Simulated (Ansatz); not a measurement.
Runs of Ansatz 0.2.0 on SiNi3. It takes space group Pm-3m (No. 221, cubic). The conventional cell has a = 3.542 Å, b = 3.542 Å, c = 3.542 Å, α = 90.00°, β = 90.00°, γ = 90.00°. Ni (site symmetry 4/mmm) has 8 Ni at 2.50 Å and 4 Si at 2.50 Å as nearest neighbours. Around Si (site symmetry m-3m) lie 12 Ni at 2.50 Å. 

```tsv
task	level	spin	cell	gap on the mesh (eV)	pressure (GPa)	moment (μB)	relaxed volume (Å³/atom)
single point	PBE	collinear, ferrimagnetic start	as given	none	-6.0	0.00	-
single point	PBE	collinear, antiferromagnetic start	as given	none	-6.0	0.00	-
relaxation of cell and atoms	PBE+D3(BJ)-ATM	collinear, ferromagnetic start	relaxed	none	0.0	0.00	10.48
relaxation of cell and atoms	PBE+D3(BJ)	collinear, ferromagnetic start	relaxed	none	0.0	0.00	10.40
single point	PBE	collinear, random start	as given	none	-6.0	0.00	-
single point	PBE	off	as given	none	-6.0	-	-
relaxation of cell and atoms	PBE	collinear, ferromagnetic start	relaxed	none	0.0	0.00	(a)
relaxation of cell and atoms	PBE+D4	collinear, ferromagnetic start	relaxed	none	0.0	0.00	10.45
```

Alike in all rows: potentials or basis Ansatz PAW; k mesh 8 × 8 × 8; cutoff (eV) 420; smearing fermi-dirac 0.05 eV.

Q: Fill in the values left out.

A: (a) 10.78.

Caveats: the starting moments weren't kept (some runs); the plane-wave basis is chosen anew once the cell has moved, so the energies of steps on either side of that aren't comparable (some runs); pairwise dispersion overbinds metals, which lowers pressure and volume (some runs).

A gap of «none» marks a metal or a gap under the smearing width.
